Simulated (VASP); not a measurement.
Input of a VASP 6.6.1 run:

The input INCAR:

```
SYSTEM = Cu
ALGO = Normal ; EDIFF = 1E-6
ENCUT = 500 ; GGA = RP
ISIF = 2 ; ISMEAR = 0
LASPH = .True. ; LCHARG = .True.
LELF = .True. ; LREAL = .False.
LVHAR = .True. ; LWAVE = .False.
NELM = 60 ; PREC = Accurate
SIGMA = 0.1
```

File KPOINTS:

```
k-points
0
Gamma
  13 13 13
  0 0 0
```

File POSCAR:

```
Cu
1.0
   -1.4427933200      1.4427933200      1.3760814500
    1.4427933200     -1.4427933200      1.3760814500
    1.4427933200      1.4427933200     -1.3760814500
Cu
1
Direct
    0.0000000000      0.0000000000      0.0000000000
```

Potentials or basis: VASP PAW PBE potentials, release 64 (Cu).

Run with:

```bash
$ cat potpaw_PBE.64/Cu/POTCAR > POTCAR
$ mpirun -np 1 vasp_std > vasp.out
```

(1) What does it give for the band gap on the k mesh?

(2) What does it give for the pressure?

Answers

(1) none (metal or under the smearing width).

(2) 12.9 GPa.

Caveat: the PAW data sets were made with another functional, which shifts forces and pressure a little.
